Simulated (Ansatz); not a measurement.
# CuI: how the settings move a relaxation

How sensitive is a relaxation of CuI to its settings? A reference run comes first, then one run with altered input.

Program: Ansatz 0.2.0. Level of theory: reference: DFT, LDA, PAW with Ansatz's default frozen-core files, scalar-relativistic; relaxation of cell and atoms. These are calculated values, not measurements.

## (1) Starting point

Symmetry: Cmcm, No. 63, orthorhombic system. The conventional cell has a = 7.466 Å, b = 7.422 Å, c = 4.307 Å, α = 90.00°, β = 90.00°, γ = 90.00°. Around Cu (site symmetry m2m) lie 2 Cu at 2.46 Å and 3 I at 2.58 to 2.59 Å. I (site symmetry m2m) is surrounded by 3 Cu at 2.58 to 2.59 Å.

As a file:

```
Cu I
1.0
     3.73317   -3.71109    0.00000
     3.73317    3.71109    0.00000
     0.00000    0.00000    4.30700
Cu I
2 2
Direct
  0.42044 0.57956 0.75000
  0.57956 0.42044 0.25000
  0.77004 0.22996 0.75000
  0.22996 0.77004 0.25000
```

## (2) Reference

Contents of input.yaml:

```yaml
crystal:
  lattice:
    - [3.73316759, -3.71108637, 0.0]
    - [3.73316759, 3.71108637, 0.0]
    - [0.0, 0.0, 4.30699767]
  atoms:
    - { symbol: Cu, position: [0.42043883, 0.57956117, 0.75] }
    - { symbol: Cu, position: [0.57956117, 0.42043883, 0.25] }
    - { symbol: I, position: [0.77004268, 0.22995732, 0.75] }
    - { symbol: I, position: [0.22995732, 0.77004268, 0.25] }
kpoints:
  mp_grid: { grid: [6, 6, 8] }
scf:
  occupations: { method: fermi_dirac, width: 0.05 }
hamiltonian:
  xc: lda
  pseudopotentials: { kind: paw }
relax:
  f_tol: 0.002
  max_steps: 80
  cell: {}
output:
  forces: true
  stress: true
  write_density: true
  write_potential: true
  elf: true
  volumetric_format: npy
```

On the command line:

```
$ ansatz run input.yaml --threads 1 --pin off --max-ram 3072MiB --backend cpu --events-out ev --progress --plain --runs-dir out
```

## (3) The same system, input altered

input.yaml, as its differences from that of step 2:

```diff
@@ -11,5 +11,5 @@
 kpoints:
-  mp_grid: { grid: [6, 6, 8] }
+  mp_grid: { grid: [4, 4, 4] }
 scf:
-  occupations: { method: fermi_dirac, width: 0.05 }
+  occupations: { method: fixed }
 hamiltonian:
@@ -24,5 +24,2 @@
   stress: true
-  write_density: true
-  write_potential: true
-  elf: true
-  volumetric_format: npy
+accuracy: low
```

(Steps that only read results are left out.)

**Question.** What will these runs give? Wanted: for each run, ending; energy change; pressure; gap; force.

The runs gave:

| run | ending | energy change | pressure (GPa) | gap (eV) | force (eV/Å) | cycles | time |
| --- | --- | --- | --- | --- | --- | --- | --- |
| reference | converged | 0 | 0.0 | 0.82 | 0.00 | 56 | 98 s |
| 1: mp_grid.grid [4, 4, 4], occupations.method fixed, accuracy low | converged | +3.3 meV/atom (σ→0) | 0.0 | 0.82 | 0.00 | 62 | 46 s |

Times don't compare one to one where runs were asked for different outputs or read a saved state (see the inputs); cycles may leave out searches for a lower state.

Changing the k-point mesh, smearing and accuracy level moves the energy by +3.3 meV/atom (σ→0 values), and the final volume goes from 98.67 to 97.98 Å³. More than one kind of setting changed, and this run alone doesn't tell their shares apart. The gap of the reference lacks spin-orbit coupling, though the cell holds I.
